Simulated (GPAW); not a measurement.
# Collinear magnetic orders of free-standing square Co monolayer, spacing 2.8 A with GPAW, part 2 of 2

Aim: find out whether free-standing square Co monolayer, spacing 2.8 A carries moments, and which collinear order costs least.

GPAW 26.7.0; LDA; plane waves with GPAW's PAW setups, scalar-relativistic.

So far, largest spin moment in the augmentation sphere (μB): step 2 (run 1 (ferro +)) 2.09; step 3 (start 2: antiferro q=(0,1/2,0) +-) 1.96; step 4 (run 3 (antiferro q=(1/2,1/2,0) +-)) 1.88.

## Step 6: Another try

A slip in the input shows what the program catches and what it lets pass.

File run.py:

```python
import json
import numpy as np
from ase import Atoms
from ase.parallel import paropen, parprint
from gpaw import GPAW

atoms = Atoms(['Co'],
    cell=[[2.8, 0.0, 0.0],
         [0.0, 2.8, 0.0],
         [0.0, 0.0, 14.0]],
    scaled_positions=[[0.0, 0.0, 0.5]],
    pbc=True,
    magmoms=[2.0])
atoms.calc = GPAW(mode={'name': 'pw', 'ecut': 550},
    xc='LDA',
    kpts={'size': (10, 10, 1), 'gamma': True},
    occupations={'name': 'fermi-dirac', 'width': 0.0},
    convergence={'density': 1e-05, 'energy': 1e-05},
    maxiter=50,
    txt='run.txt')
e = atoms.get_potential_energy(force_consistent=True)
res = {'free_energy': e, 'energy_sigma0': atoms.get_potential_energy(), 'fermi_energy': atoms.calc.get_fermi_level()}
res['moments'] = atoms.get_magnetic_moments().tolist()
res['total'] = atoms.get_magnetic_moment()
parprint('site moments (muB):', np.round(res['moments'], 3))
parprint(f"total moment: {res['total']:.3f} muB")
parprint(f'free energy: {e:.6f} eV')
atoms.calc.write('run.gpw')
with paropen('results.json', 'w') as f:
    json.dump(res, f)
```

Run with:

```
$ OMP_NUM_THREADS=1 python3 run.py > run.log
```

Log:

```text
site moments (muB): [2.102]
total moment: 2.220 muB
free energy: -5.781002 eV

--- run.txt ---
Input parameters:
  mode=PW(ecut=550),
  convergence={'density': 1e-05, 'energy': 1e-05},
  kpts=MonkhorstPack(size=(10, 10, 1), gamma=True),
  maxiter=50,
  occupations=Occupations(name='fermi-dirac', width=0.0),
  xc=XC(name='LDA')

Diagonalizing LCAO Hamiltonian
Converting LCAO to pw mode
   .------.
  /|      |
 * |      |
 | |      |
 | |      |
 | |      |
 | |      |
 | |      |
 | |      |
 | |      |
 Co|      |
 | |      |
 | |      |
 | |      |
 | |      |
 | |      |
 | |      |
 | .------.
 |/      /
 *------*

Atoms  # Å, Bohr magnetons
|   | symbol |        x |        y |        z |    initial magnetic moments |
|---|--------|----------|----------|----------|-----------------------------|
| 0 |     Co | 0.000000 | 0.000000 | 7.000000 | ( 0.0000,  0.0000,  2.0000) |

Number of symmetries: 16

BZ-sampling:
  Number of BZ points: 100
  Number of IBZ points: 21

  Monkhorst-Pack size: [10, 10, 1]
  Monkhorst-Pack shift: [0.05, 0.05, 0.0]

Plane wave coefficients: 3257
Cutoff: 550.0 eV

Spin-components: 2 (collinear spins)
Bands:           9
Projectors:      6
Spin-degeneracy: 1
Datatype:        complex128

Parallelization:
  kpt:    1
  domain: 1
  band:   1

Density:
  Valence electrons: 9.0
  Components: 2
  Grid points: [16 16 80]
  Charge: 0.0  # |e|

Potential:
  Grid points: [16 16 80]

[... setups left out ...]
Reference energy: -37838.266704  # eV

convergence criteria:
- Maximum integral of absolute [dens]ity change: 1e-05 electrons / valence electron
- Maximum [total energy] change in last 3 cyles: 1e-05 eV / valence electron
- Maximum integral of absolute [eigenst]ate change: 4e-08 eV^2 / valence electron
maximum number of iterations: 50

SCF iterations
|iter     |      energy | eigst |  dens |  magmom |
|---------|-------------|-------|-------|---------|
|iter:   1|       0s |   -6.339746 | -0.09 |       |  +2.0028|
|iter:   2|       2s |   -6.042550 | -1.09 | -0.73 |  +1.9896|
|iter:   3|       3s |   -5.767998 | -0.88 | -0.91 |  +1.9977|
|iter:   4|       5s |   -5.768888 | -2.64 | -1.24 |  +2.0522|
|iter:   5|       6s |   -5.775764 | -2.49 | -1.35 |  +2.1542|
|iter:   6|       8s |   -5.780582 | -2.98 | -1.69 |  +2.2151|
|iter:   7|       9s |   -5.781016 | -3.39 | -2.08 |  +2.2261|
|iter:   8|      10s |   -5.781010 | -4.76 | -2.67 |  +2.2209|
|iter:   9|      12s |   -5.781003c| -4.84 | -2.86 |  +2.2185|
|iter:  10|      13s |   -5.781003c| -6.08 | -3.39 |  +2.2192|
|iter:  11|      15s |   -5.781002c| -6.21 | -3.63 |  +2.2197|
|iter:  12|      16s |   -5.781002c| -7.33 | -4.42 |  +2.2200|
|iter:  13|      17s |   -5.781002c| -7.78c| -4.76 |  +2.2200|
|iter:  14|      18s |   -5.781002c| -8.16c| -5.25c|  +2.2200|

Converged in 14 steps
Energy contributions relative to reference atoms: (reference = -37838.266704)

Energy contributions:
  Kinetic:           6.157177
  Coulomb:          -5.212803
  Zero:             -0.071333
  External:          0.000000
  Xc:               -6.654043
  Entropy:           0.000000
  Spinorbit:         0.000000
  ----------------------------
  Free energy:      -5.781002
  Extrapolated:     -5.781002

dipole moment: (-7.505973, -7.505973, -0.000006)  # |e|*Ang

Total magnetic moment: (0.000000, 0.000000, 2.219999)

Local magnetic moments
|        x |        y |        z |
|----------|----------|----------|
| 0.000000 | 0.000000 | 2.101712 |  # Co   0

Fermi level: -3.301
Eigenvalues  # (at kpt = [0.000, 0.000, 0.000])
| band index |      eig [eV] | occ [0-1] |      eig [eV] | occ [0-1] |
|------------|---------------|-----------|---------------|-----------|
|          0 |        -7.601 |     1.000 |        -7.146 |     1.000 |
|          1 |        -6.167 |     1.000 |        -4.527 |     1.000 |
|          2 |        -5.524 |     1.000 |        -3.733 |     1.000 |
|          3 |        -5.033 |     1.000 |        -2.978 |     0.000 |
|          4 |        -5.033 |     1.000 |        -2.978 |     0.000 |
|          5 |        -4.913 |     1.000 |        -2.621 |     0.000 |
|          6 |        -2.118 |     0.000 |        -1.967 |     0.000 |
|          7 |         1.187 |     0.000 |         1.234 |     0.000 |
|          8 |         2.378 |     0.000 |         2.402 |     0.000 |

No gap
No difference between direct/indirect transitions
```

The job ended after 23 s (1 MPI rank of Intel Xeon Platinum 8259CL at 2.50GHz (Skylake/Cascade Lake), shared host; peak memory 0.2 GiB).

The slip was no smearing. The run converged all the same, with a largest moment of 2.10 μB; whether the slip moved the result can't be read from its free energy alone.

## Step 7: Ranking

These are free energies at a smearing of 0.05 eV, so its entropy term is in the differences. They are divided by the number of seeded atoms, so that cells of unlike size compare. Wavevectors q in the names are fractions of the reciprocal vectors of the first run's cell.

Orders:

| start | final state | typed order kept | energy over the lowest (meV a seeded atom) | largest site moment (μB) | net moment (μB a primitive cell) | mesh matched | CPU time (s) |
| --- | --- | --- | --- | --- | --- | --- | --- |
| ferro + | ferromagnetic | yes | 0 | 2.093 | 2.211 | yes | 21.6 |
| antiferro q=(0,1/2,0) +- | antiferromagnetic | yes | 190.7 | 1.962 | 0 | yes | 80.57 |
| antiferro q=(1/2,1/2,0) +- | antiferromagnetic | yes | 333.8 | 1.879 | 0 | yes | 129.6 |
| no spin polarisation | non-magnetic | - | 685.1 | 0 | 0 | yes | 14.64 |

## Step 8: Outcome

| Quantity | Value |
| --- | --- |
| lowest state found | ferromagnetic (typed ferro +) |
| largest site moment | 2.09 μB |
| next state | antiferromagnetic, 191 meV a seeded atom higher |
| energy gained by spin polarisation | 685 meV a seeded atom |

What this shows: The lowest state found is ferromagnetic, reached from the start ferro +, with moments up to 2.09 μB. The next state costs 191 meV a seeded atom. Only 4 starts are shown; other collinear patterns, canted and longer-period orders are not.

[Logs and program files are shortened in this print: banners, set-up blocks, solver, clock and traceback lines can be left out without a mark of their own.]

[Logs are printed without paths, hosts, clocks, repeated set-up lines and the standing remarks that a program may print on its own settings, such as how far it seeks lower states.]

[Hosts, paths, dates, database ids (printed as entryN), source tags and the programs' standing remarks are cut or masked in the printed files.]

[Where a cell is said to come from a database of computed structures, the database is the Materials Project.]
